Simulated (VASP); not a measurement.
Runs of VASP 6.6.1 on I. The structure is orthorhombic, space group Cmce (No. 64). The conventional cell has a = 7.270 Å, b = 4.790 Å, c = 9.793 Å, α = 90.00°, β = 90.00°, γ = 90.00°. I (site symmetry m) has 1 I at 2.68 Å as nearest neighbours. 

```tsv
level	screening parameter	exchange at q = 0	share of exact exchange	gap on the mesh (eV)	pressure (GPa)	largest force (eV/Å)
HSE03	-	-	-	1.95	0.9	0.34
HSE06	0.2 1/A	-	-	2.16	0.9	0.26
r2SCAN-EpsX	-	truncated	0.1234	(b)	(a)	(c)
PBE0	-	truncated	-	2.86	0.7	0.23
```

Alike in all rows: task band structure; potentials or basis VASP PAW PBE potentials, release 64 (I); no spin polarisation; cell as given; k mesh 6 × 6 × 2; cutoff (eV) 520; smearing gaussian 0.02 eV.

Q: Estimate the missing entries.

A: (a) 0.8; (b) 2.23; (c) 0.37.

Caveats: the PAW data sets were made with another functional, which shifts forces and pressure a little; spin-orbit coupling is left out, which moves the levels of the heavy elements.

A k mesh can miss the band edges, and the runs leave out spin-orbit coupling on I.
